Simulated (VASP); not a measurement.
**VASP 6.6.1 run: InP**

INCAR

```
ENCUT = 600
ISIF = 2
EDIFF = 1E-7
METAGGA = MS2
PREC = Accurate
SIGMA = 0.02
LREAL = .FALSE.
NBANDS = 16
NSW = 0
ISMEAR = -1
LWAVE = .FALSE.
LASPH = .TRUE.
LCHARG = .FALSE.
NELECT = 17.9
IBRION = -1
NELM = 120
```

KPOINTS

```
KPOINTS created by Atomic Simulation Environment
0
Gamma
8 8 8
0 0 0
```

POSCAR

```
In P
 1.0000000000000000
     0.0000000000000000    2.9537876347999998    3.0719391402000000
     2.9537876347999998    0.0000000000000000    3.0719391402000000
     2.9537876347999998    2.9537876347999998    0.0000000000000000
 In  P
   1   1
Cartesian
  0.0000000000000000  0.0000000000000000  0.0000000000000000
  1.4768938173999999  1.4768938173999999  1.5359695701000000
```

The recommended PBE PAW datasets give the neutral cell 18 valence electrons.

Command

```
mpirun -np 1 vasp_std
```

OSZICAR

```
N       E                     dE             d eps       ncg     rms          rms(c)
DAV:   1     0.999459227614E+02    0.99946E+02   -0.76573E+03  1896   0.116E+03
DAV:   2    -0.150130322620E+02   -0.11496E+03   -0.10991E+03  2024   0.290E+02
DAV:   3    -0.221150564646E+02   -0.71020E+01   -0.70229E+01  2552   0.729E+01
DAV:   4    -0.222960677377E+02   -0.18101E+00   -0.18095E+00  2320   0.120E+01
DAV:   5    -0.223047901948E+02   -0.87225E-02   -0.87223E-02  2944   0.230E+00    0.196E+01
DAV:   6    -0.101540760957E+02    0.12151E+02   -0.19223E+01  2248   0.947E+01    0.470E+00
DAV:   7    -0.994904579794E+01    0.20503E+00   -0.10887E+00  2504   0.166E+01    0.431E+00
DAV:   8    -0.997827833748E+01   -0.29233E-01   -0.19358E-01  2448   0.627E+00    0.225E+00
DAV:   9    -0.998065951824E+01   -0.23812E-02   -0.15942E-02  2368   0.150E+00    0.681E-01
DAV:  10    -0.997908443075E+01    0.15751E-02   -0.10508E-02  2568   0.172E+00    0.119E-01
DAV:  11    -0.997928168507E+01   -0.19725E-03   -0.10313E-03  2520   0.590E-01    0.134E-01
DAV:  12    -0.997929932918E+01   -0.17644E-04   -0.96777E-05  2624   0.117E-01    0.745E-02
DAV:  13    -0.997929601268E+01    0.33165E-05   -0.56790E-05  2576   0.144E-01    0.152E-02
DAV:  14    -0.997929881470E+01   -0.28020E-05   -0.30803E-06  2248   0.154E-02    0.960E-03
DAV:  15    -0.997930012320E+01   -0.13085E-05   -0.10046E-07  2192   0.309E-03    0.888E-03
DAV:  16    -0.997929827218E+01    0.18510E-05   -0.13406E-06  2080   0.156E-02    0.615E-03
DAV:  17    -0.997929930144E+01   -0.10293E-05   -0.14006E-07  2296   0.313E-03    0.770E-03
DAV:  18    -0.997929835292E+01    0.94852E-06   -0.43281E-08  1264   0.257E-03    0.183E-03
DAV:  19    -0.997929798309E+01    0.36983E-06   -0.31394E-08  1192   0.240E-03    0.153E-03
DAV:  20    -0.997929807152E+01   -0.88435E-07   -0.48568E-09  1136   0.928E-04
   1 F= -.99792981E+01 E0= -.99789129E+01  d E =-.770402E-03
```

From OUTCAR

```
k-points           NKPTS =     59   k-points in BZ     NKDIM =     59   number of bands    NBANDS=     16

   NELECT =      17.9000    total number of electrons

   dimension x,y,z NGX =    36 NGY =   36 NGZ =   36
   dimension x,y,z NGXF=    72 NGYF=   72 NGZF=   72

  energy-cutoff  :      600.00
  volume of cell :       53.60
      direct lattice vectors                 reciprocal lattice vectors
     0.000000000  2.953787635  3.071939140    -0.169274187  0.169274187  0.162763641
     2.953787635  0.000000000  3.071939140     0.169274187 -0.169274187  0.162763641
     2.953787635  2.953787635  0.000000000     0.169274187  0.169274187 -0.162763641

 k-points in reciprocal lattice and weights: KPOINTS created by Atomic Simulation Env
   0.00000000  0.00000000  0.00000000       0.002
   0.12500000  0.00000000  0.00000000       0.016
   0.25000000  0.00000000  0.00000000       0.016
   0.37500000  0.00000000  0.00000000       0.016
   0.50000000  0.00000000  0.00000000       0.008
   0.12500000  0.12500000  0.00000000       0.004
   0.25000000  0.12500000  0.00000000       0.016
   0.37500000  0.12500000  0.00000000       0.016
   ...

 E-fermi :   4.0058

 k-point     1 :       0.0000    0.0000    0.0000
  band No.  band energies     occupation
      1      -9.8704      2.00000
      2      -9.8565      2.00000
      3      -9.8564      2.00000
      4      -9.7122      2.00000
      5      -9.7066      2.00000
      6      -7.1800      2.00000
      7       4.1405      0.00238
      8       4.3282      0.00000
      9       4.3282      0.00000
     10       5.0719      0.00000
     11       8.7387      0.00000
     12       8.7388      0.00000
     13       8.8201      0.00000
     14      12.9229      0.00000
     15      13.7556      0.00000
     16      14.3779      0.00000

 k-point     2 :       0.1250    0.0000    0.0000
  band No.  band energies     occupation
      1      -9.8820      2.00000
      2      -9.8580      2.00000
      3      -9.8502      2.00000
      4      -9.7126      2.00000
      5      -9.7058      2.00000
      6      -7.0140      2.00000
      7       2.8074      2.00000
      8       4.0327      0.41437
      9       4.1764      0.00039
     10       6.0451      0.00000
     11       8.7729      0.00000
     12       9.0071      0.00000
     13       9.0828      0.00000
     14      13.1332      0.00000
     15      13.6503      0.00000
     16      13.7645      0.00000

 k-point     3 :       0.2500    0.0000    0.0000
  band No.  band energies     occupation
      1      -9.9253      2.00000
      2      -9.8452      2.00000
      3      -9.8367      2.00000
      4      -9.7123      2.00000
      5      -9.7024      2.00000
      6      -6.5578      2.00000
      7       1.0085      2.00000
      8       3.6750      2.00000
      9       3.8662      1.99815
     10       6.3003      0.00000
     11       9.3272      0.00000
     12       9.4692      0.00000
     13       9.7929      0.00000
     14      13.0394      0.00000
     15      13.2885      0.00000
     16      13.6819      0.00000

 ...

  Total       -1.6704499     -1.6704499     -2.2409262      0.0000000     -0.0000000     -0.0000000
  in kB      -49.9278545    -49.9278545    -66.9787440      0.0000000     -0.0000000     -0.0000000
  external PRESSURE =     -55.6114843 kB  Pullay stress =       0.0000000 kB

 POSITION                                       TOTAL-FORCE (eV/Angst)
 -----------------------------------------------------------------------------------
      0.00000      0.00000      0.00000         0.000000      0.000000     -0.000000
      1.47689      1.47689      1.53597        -0.000000     -0.000000      0.000000
 -----------------------------------------------------------------------------------
    total drift:                               -0.000022     -0.000022     -0.000081

  FREE ENERGIE OF THE ION-ELECTRON SYSTEM (eV)
  ---------------------------------------------------
  free  energy   TOTEN  =        -9.9792980715 eV

  energy  without entropy=       -9.9785276693  energy(sigma->0) =       -9.97891287
```

It converged. Results: pressure -5.6 GPa.

The cell is charged and sits in a uniform background.

For comparison, a separate PBE run of the intended cell, on usual settings and not on those above, gives a gap of 0.30 eV on its mesh and a pressure of -0.8 GPa.

The run above took about 3.5 min on one core of a shared host (Intel Xeon Platinum 8488C) and held 0.25 GiB at most.
